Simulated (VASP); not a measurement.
A run of VASP 6.6.1 is set up as follows.

File INCAR:

```
PREC = Accurate
ENCUT = 520
EDIFF = 1E-6
ISMEAR = -1
SIGMA = 0.01
LREAL = F
LASPH = T
NELM = 80
ALGO = Normal
ISIF = 2
LWAVE = F
LCHARG = T
GGA = PS
LELF = T
LVHAR = T
NBANDS = 16
```

KPOINTS

```
Automatic mesh
0
Gamma
  7 7 7
```

The input POSCAR:

```
CdTe
1.0
    0.0000000000      3.3038500410      3.3038500410
    3.3038500410      0.0000000000      3.3038500410
    3.3038500410      3.3038500410      0.0000000000
Cd Te
1 1
Direct
    0.0000000000      0.0000000000      0.0000000000
    0.7500000000      0.7500000000      0.7500000000
```

Potentials or basis: VASP PAW PBE potentials, release 64 (Cd, Te).

Launch:

```bash
$ cat potpaw_PBE.64/Cd/POTCAR potpaw_PBE.64/Te/POTCAR > POTCAR
$ mpirun -np 1 vasp_std > vasp.out
```

(1) Estimate the pressure.

(2) Estimate the band gap on the k mesh.

Results:

(1) -1.8 GPa.

(2) 0.49 eV, direct.

Caveat: the PAW data sets were made with another functional, which shifts forces and pressure a little; spin-orbit coupling is left out, which moves the levels of the heavy elements.
